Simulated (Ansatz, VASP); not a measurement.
**One calculation of BN, two programs**

INCAR

```
ALGO = Normal
EDIFF = 1E-6
ENCUT = 520
GGA = PS
ISIF = 2
ISMEAR = 0
LASPH = True
LCHARG = False
LREAL = False
LWAVE = False
NBANDS = 11
NELM = 80
PREC = Accurate
SIGMA = 0.05
```

KPOINTS

```
k-points
0
Gamma
  13 13 13
```

File POSCAR:

```
BN
1.0
    0.0000000000      3.4953158300      2.1660912400
    1.2516321000      0.0000000000      2.1660912400
    1.2516321000      3.4953158300      0.0000000000
N B
1 1
Direct
    0.6666513400      0.6666513400      0.3333486600
    0.0000486500      0.0000486500      0.9999513500
```

File input.yaml:

```yaml
crystal:
  lattice:
    - [0.0, 3.49531583, 2.16609124]
    - [1.2516321, 0.0, 2.16609124]
    - [1.2516321, 3.49531583, 0.0]
  atoms:
    - { symbol: "N", position: [0.66665134, 0.66665134, 0.33334866] }
    - { symbol: B, position: [4.865e-05, 4.865e-05, 0.99995135] }
kpoints:
  mp_grid: { grid: [13, 13, 13] }
scf:
  occupations: { method: gaussian, width: 0.05 }
hamiltonian:
  xc: pbesol
  pseudopotentials: { kind: all_electron, lapw: { basis_error: 0.001 } }
output:
  forces: true
  stress: true
  eigenvalues: true
```

Measurements of this composition are mostly on another form, of space group No. 194.

Alike in both runs: task single point; functional PBEsol; k mesh 13 × 13 × 13; occupations gaussian, width 0.05 eV; no spin polarisation.

|  | VASP | Ansatz |
| --- | --- | --- |
| version | VASP 6.6.1 | Ansatz 0.2.0 |
| potentials or method | VASP PAW PBE potentials, release 64 (N, B) | all-electron LAPW, scalar-relativistic |
| plane-wave cutoff (eV) | 520 | see its input |

VASP gave:

| Item | Value |
| --- | --- |
| gap on the k mesh at the Fermi level (eV) | 3.79 |
| least direct gap on the mesh (eV) | 4.59 |
| pressure (GPa) | 0.9 |
| largest component of the traceless stress (GPa) | 0.78 |
| rms of the force components (eV/Å) | 0.006 |

Q: What did Ansatz give for the same quantities?

A: gap on the k mesh at the Fermi level (eV): 3.80; least direct gap on the mesh (eV): 4.59; pressure (GPa): 0.5; largest component of the traceless stress (GPa): 0.32; rms of the force components (eV/Å): 0.006.

Atom by atom the forces differ by 0.000 eV/Å (rms over components). Ansatz ran all-electron here, so the differences hold the error of VASP's frozen core and of both bases.

Caveats: an odd mesh through Γ misses points on the zone boundary, where band edges often lie; the PAW data sets were made with another functional, which shifts forces and pressure a little (VASP). As with any semilocal functional, this PBEsol gap is likely too small.
